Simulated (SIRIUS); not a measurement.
NaCl under changes of volume

One of the cells (21.813 Å³/atom); the others are scaled copies at fixed shape and fractional positions:

```xyz
2
Lattice="0.0000 2.7941 2.7941 2.7941 0.0000 2.7941 2.7941 2.7941 0.0000" Properties=species:S:1:pos:R:3 pbc="T T T"
Cl    2.7941    2.7941    2.7941
Na    0.0000    0.0000    0.0000
```

The cell is a database's computed one.

* Program: SIRIUS 7.12.0
* Functional: BLYP
* Potentials or basis: all-electron FP-LAPW
* Cutoff: 158 eV
* Basis: apw+lo standard
* k mesh: 8 × 8 × 8
* Occupations: fermi-dirac, width 0.05 eV
* Spin: no spin polarisation

```csv
volume (Å³/atom),energy over the lowest point (meV/atom),gap on the mesh (eV)
20.504,?,?
20.940,30.48,5.43
21.376,20.84,5.34
21.813,12.96,5.25
22.249,7.18,5.17
22.685,2.82,5.09
23.121,0.00,5.01
```

Task: What does the run at 20.504 Å³/atom give?

Result: Energy over the lowest point 42.49 meV/atom; gap on the mesh 5.52 eV.

Worked out: A Birch-Murnaghan fit of order 3 (a polynomial in V^(-2/3)) to the other rows has no minimum within the range. It gives 42.41 meV/atom at 20.504 Å³/atom, against the run's 42.49. A straight line through the other rows of the gap, of slope -4.23 eV per unit of ln V (its deformation potential), extrapolates to 5.52 eV, against the run's 5.52.

Energies are extrapolated to zero smearing.
